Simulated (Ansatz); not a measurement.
# Phonon spectrum of K2S

All numbers below come from DFT PBE, scalar-relativistic, plane waves, PAW in Ansatz 0.2.0. Settings: 420 eV plane-wave cutoff, Γ-centred 6×6×6 mesh, fixed occupations. No spin polarisation. Phonons by linear response, acoustic sum rule imposed.

Equilibrium structure at this level:
```xyz
3
Lattice="0.0000 3.7314 3.7314 3.7314 0.0000 3.7314 3.7314 3.7314 0.0000" Properties=species:S:1:pos:R:3 pbc="T T T"
K     5.5971    5.5971    5.5971
K     1.8657    1.8657    1.8657
S     3.7314    3.7314    3.7314
```

The cell has the anti-fluorite type, in a space group that the Crystallography Open Database lists for this formula; it was reached from a generator's guess. The q mesh is coarse, so values between its points are rough.

Force constants from linear response on a 2×2×2 q mesh.

Path: Γ–X–U | K–Γ–L–W–X. Only the points of the 2×2×2 mesh were computed; the rest is interpolation, which is rough on so few points. On the mesh no mode is imaginary. Distance along the path (Å⁻¹), then the branches (cm⁻¹, negative for imaginary; the LO field is included):
```
0.000  0 0 0 123 123 123 156 156 223
0.105  13 13 26 121 123 123 155 155 222
0.210  26 26 51 117 122 122 155 155 220
0.316  38 38 76 109 120 120 155 155 215
0.421  50 50 98 100 118 118 155 155 210
0.526  61 61 89 116 116 119 155 155 203
0.631  69 69 79 113 113 137 156 156 194
0.737  72 75 75 111 111 152 156 156 186
0.842  69 77 77 110 110 156 156 159 181
0.879  69 77 77 110 110 156 156 159 180
0.916  69 78 78 109 112 155 156 159 180
0.954  69 78 79 109 113 155 156 159 179
0.991  69 79 80 108 116 154 156 158 177
1.028  70 80 82 106 119 152 156 158 175
1.065  70 81 84 105 122 151 156 159 173
1.102  70 83 86 103 125 149 156 159 171
1.140  71 84 88 101 128 147 156 160 169
1.140  71 84 88 101 128 147 156 160 169
1.251  71 90 94 94 133 140 156 162 165
1.363  69 85 97 98 125 136 155 156 176
1.474  63 74 103 103 112 133 154 155 189
1.586  53 61 95 109 110 129 153 155 201
1.698  41 47 74 114 115 126 154 155 210
1.809  28 32 51 119 119 124 155 155 218
1.921  14 16 26 122 122 123 155 155 222
2.033  0 0 0 123 123 123 156 156 223
2.033  0 0 0 123 123 123 156 156 223
2.124  13 13 21 122 122 123 155 155 222
2.215  25 25 42 121 121 123 155 155 219
2.306  36 36 61 119 119 122 155 155 214
2.397  47 47 80 116 116 122 154 154 208
2.488  56 56 96 114 114 122 154 154 200
2.579  64 64 109 111 111 123 153 153 192
2.671  68 68 109 109 115 128 153 153 185
2.762  70 70 108 108 116 131 153 153 182
2.836  71 72 104 108 119 131 153 154 181
2.911  73 75 98 107 123 130 154 156 178
2.985  76 78 93 106 127 130 154 159 175
3.059  78 79 90 105 129 132 156 161 171
3.134  76 79 92 105 129 136 157 162 167
3.208  73 78 98 105 127 141 158 162 163
3.283  71 77 102 105 124 146 159 162 162
3.357  70 76 105 105 122 147 159 161 161
3.410  70 76 101 108 121 148 158 159 164
3.462  70 76 97 110 120 149 156 159 168
3.515  70 76 92 111 118 151 156 159 171
3.567  69 77 87 111 115 152 155 159 174
3.620  69 77 83 111 113 154 155 159 177
3.673  69 77 80 110 111 155 156 159 179
3.725  69 77 78 110 110 156 156 159 180
3.778  69 77 77 110 110 156 156 159 181
```
